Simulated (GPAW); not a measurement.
Crystal: WS2 (Tungstenite).

```
W S
1.0
     3.18000    0.00000    0.00000
    -1.59000    2.75396    0.00000
     0.00000    0.00000   12.50000
W S
2 4
Direct
  0.66667 0.33333 0.75000
  0.33333 0.66667 0.25000
  0.66667 0.33333 0.37500
  0.33333 0.66667 0.87500
  0.66667 0.33333 0.12500
  0.33333 0.66667 0.62500
```

```yaml
Program: GPAW 26.7.0
Task: single point
Functional: PBE
Potentials_or_basis: GPAW PAW data sets (gpaw-data 1.2.1)
Cutoff: 600 eV
Basis: pw
k_mesh: 10 × 10 × 3
Occupations: fermi-dirac, width 0.05 eV
Spin: no spin polarisation
```

On this cell: pressure 2.3 GPa; largest force 0.146 eV/Å; band gap on the k mesh 1.12 eV, indirect (least direct gap 2.08 eV).

The same run follows on a disturbed copy (atoms moved at random, drawn with an rms of 0.05 Å):

```
W S
1.0
     3.18000    0.00000    0.00000
    -1.59000    2.75396    0.00000
     0.00000    0.00000   12.50000
W S
2 4
Cartesian
  1.6038 0.9147 9.3564
  0.0428 1.8620 3.1020
  1.5459 0.9056 4.6321
  -0.0016 1.8335 10.8725
  1.6324 0.9377 1.5269
  0.0472 1.8611 7.8303
```

Task: What changes?

Result: The energy moves by +20.5 meV/atom; pressure 5.3 GPa; largest force 1.371 eV/Å; band gap on the k mesh 1.11 eV, indirect (least direct gap 1.89 eV).

Forces in eV/Å, atoms in the order of the input:
```
W    0.191  0.335 -0.158
W   -0.965 -0.468 -0.854
S    0.924  0.383  0.861
S    0.169 -0.014  1.125
S    0.041  0.083  0.006
S   -0.359 -0.319 -0.980
```

Stress tensor (GPa, compression positive):
```
 3.13 -0.69  3.07
-0.69  4.08  1.31
 3.07  1.31  8.58
```

Caveats: spin-orbit coupling is left out, which moves the levels of the heavy elements; an odd mesh through Γ misses points on the zone boundary, where band edges often lie; this functional lacks dispersion, which binds the layers, so the pressure and a relaxed spacing across them are unreliable (some runs).
